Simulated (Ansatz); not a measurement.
# SiC: the cost of one run

Computed with Ansatz 0.2.0 (DFT PBEsol, scalar-relativistic, plane waves, PAW, unless a step's input says otherwise).

## (1) The structure to begin with

Symmetry: Cmc2_1, No. 36, orthorhombic system. Conventional cell: a = 3.078 Å, b = 5.335 Å, c = 15.122 Å, α = 90.00°, β = 90.00°, γ = 90.00°. Si (site symmetry m) has 4 C at 1.87 to 1.91 Å as nearest neighbours. Around Si (site symmetry m) lie 4 C at 1.87 to 1.92 Å. C (site symmetry m) is surrounded by 4 Si at 1.87 to 1.92 Å. C (site symmetry m) is surrounded by 4 Si at 1.87 to 1.91 Å.

As a file:

```cif
data_structure
_symmetry_space_group_name_H-M 'Cmc2_1'
_symmetry_Int_Tables_number 36
_cell_length_a 3.0778
_cell_length_b 5.3350
_cell_length_c 15.1219
_cell_angle_alpha 90.000
_cell_angle_beta 90.000
_cell_angle_gamma 90.000
_cell_volume 248.30
loop_
_atom_site_label
_atom_site_type_symbol
_atom_site_symmetry_multiplicity
_atom_site_Wyckoff_symbol
_atom_site_fract_x
_atom_site_fract_y
_atom_site_fract_z
_atom_site_occupancy
Si1 Si 4 a 0.50000 0.33270 0.64200 1
Si2 Si 4 a 0.00000 0.49930 0.97590 1
Si3 Si 4 a 0.00000 0.16430 0.80876 1
C1 C 4 a 0.50000 0.00400 0.84970 1
C2 C 4 a 0.50000 0.34000 0.51830 1
C3 C 4 a 0.00000 0.17100 0.68320 1
```

The structure comes from the Crystallography Open Database.

(A quick probe on a coarse mesh, which set the mesh and smearing, is not shown.)

## (3) Coarse relaxation

The input, input.yaml:

```yaml
crystal:
  lattice:
    - [1.5389, -2.6675, 0.0]
    - [1.5389, 2.6675, 0.0]
    - [0.0, 0.0, 15.1219]
  atoms:
    - { symbol: Si, position: [0.1673, 0.8327, 0.358] }
    - { symbol: Si, position: [0.8327, 0.1673, 0.858] }
    - { symbol: Si, position: [0.5007, 0.4993, 0.0241] }
    - { symbol: Si, position: [0.4993, 0.5007, 0.5241] }
    - { symbol: Si, position: [0.8357, 0.1643, 0.19124] }
    - { symbol: Si, position: [0.1643, 0.8357, 0.69124] }
    - { symbol: C, position: [0.496, 0.504, 0.1503] }
    - { symbol: C, position: [0.504, 0.496, 0.6503] }
    - { symbol: C, position: [0.16, 0.84, 0.4817] }
    - { symbol: C, position: [0.84, 0.16, 0.9817] }
    - { symbol: C, position: [0.829, 0.171, 0.3168] }
    - { symbol: C, position: [0.171, 0.829, 0.8168] }
basis:
  ecutwfc: 420
kpoints:
  mp_grid: { grid: [8, 8, 2] }
hamiltonian:
  xc: pbesol
scf:
  occupations: { method: gaussian, width: 0.1 }
output:
  forces: true
  stress: true
  eigenvalues: true
relax:
  adjacent_minimum: "off"
  f_tol: 0.05
  max_steps: 80
  cell: { stress_tol: 0.5 }
```

On the command line:

```
ansatz run input.yaml --threads 4 --pin off --max-ram 9216MiB --backend cpu --events-out ev --progress --plain --runs-dir out
```

Q: Estimate wall time and peak memory on 4 threads of AMD EPYC (Zen 3), shared host.

About 46 s, with a peak of 0.53 GiB.
